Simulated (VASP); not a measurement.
Ir, 4 atoms in the cell. The cell holds a slab with vacuum, 4 atoms: a = 2.698 Å, b = 2.698 Å, c = 27.904 Å, α = 90.00°, β = 90.00°, γ = 120.00°. The cell was built by a generator and needn't be a form met in nature.

| Property | Result |
| --- | --- |
| Program | VASP 6.6.1 |
| Task | relaxation of the atoms |
| Functional | PBE |
| Dispersion | D3(BJ) |
| Potentials or basis | VASP PAW PBE potentials, release 64 (Ir) |
| Cutoff | 520 eV |
| k mesh | 14 × 14 × 1 |
| Occupations | methfessel-paxton, width 0.1 eV |
| Spin | no spin polarisation |
| Dipole correction | yes |
| Further INCAR settings | ALGO = Normal; EDIFF = 1e-07; IBRION = 2; EDIFFG = -0.02; NSW = 90 |

Potentials or basis: VASP PAW PBE potentials, release 64 (Ir).

Launch:

```bash
$ cat potpaw_PBE.64/Ir/POTCAR > POTCAR
$ mpirun -np 2 vasp_std > vasp.out
```

Hardware: 2 MPI ranks on Intel(R) Xeon(R) 6975P-C (Granite Rapids) (shared host).

Problem. How long does it take, and how much memory?

Solution. Wall time 2.4 min on 2 MPI ranks on Intel(R) Xeon(R) 6975P-C (Granite Rapids), on a shared host, peak memory 0.32 GiB a rank. Counts: scf iterations 70, k points 24, ion steps 5.
